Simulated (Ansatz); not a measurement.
Ga under changes of volume

One of the cells (17.718 Å³/atom); the others are scaled copies at fixed shape and fractional positions:

```xyz
1
Lattice="-1.3844 1.3844 2.3112 1.3844 -1.3844 2.3112 1.3844 1.3844 -2.3112" Properties=species:S:1:pos:R:3 pbc="T T T"
Ga    0.0000    0.0000    0.0000
```

This isn't the form of Ga at room conditions, which is orthorhombic.

- Program: Ansatz 0.2.0
- Functional: PBE
- Potentials or basis: all-electron LAPW, scalar-relativistic
- Cutoff: 257 eV (chosen from the basis error)
- Basis error allowed: 0.0005 eV/atom
- k mesh: 13 × 13 × 13
- Occupations: fermi-dirac, width 0.05 eV
- Spin: no spin polarisation

```csv
volume (Å³/atom),energy over the lowest point (meV/atom),pressure (GPa)
16.655,49.54,8.4
17.010,33.00,6.6
17.364,20.29,5.0
17.718,11.00,3.5
18.073,?,?
18.427,1.22,1.1
18.781,0.00,0.2
```

Question: What does the run at 18.073 Å³/atom give?

Answer: Energy over the lowest point 4.77 meV/atom; pressure 2.2 GPa.

Worked out: A Birch-Murnaghan fit of order 3 (a polynomial in V^(-2/3)) to the other rows has its minimum at 18.80 Å³/atom, just outside them, with B0 = V·E''(V) = 50 GPa and B' = 5.3 at fixed shape and positions, which overstates the stiffness. It gives 4.76 meV/atom at 18.073 Å³/atom, against the run's 4.77, and -dE/dV = 2.2 GPa, against 2.2.

Energies are extrapolated to zero smearing.
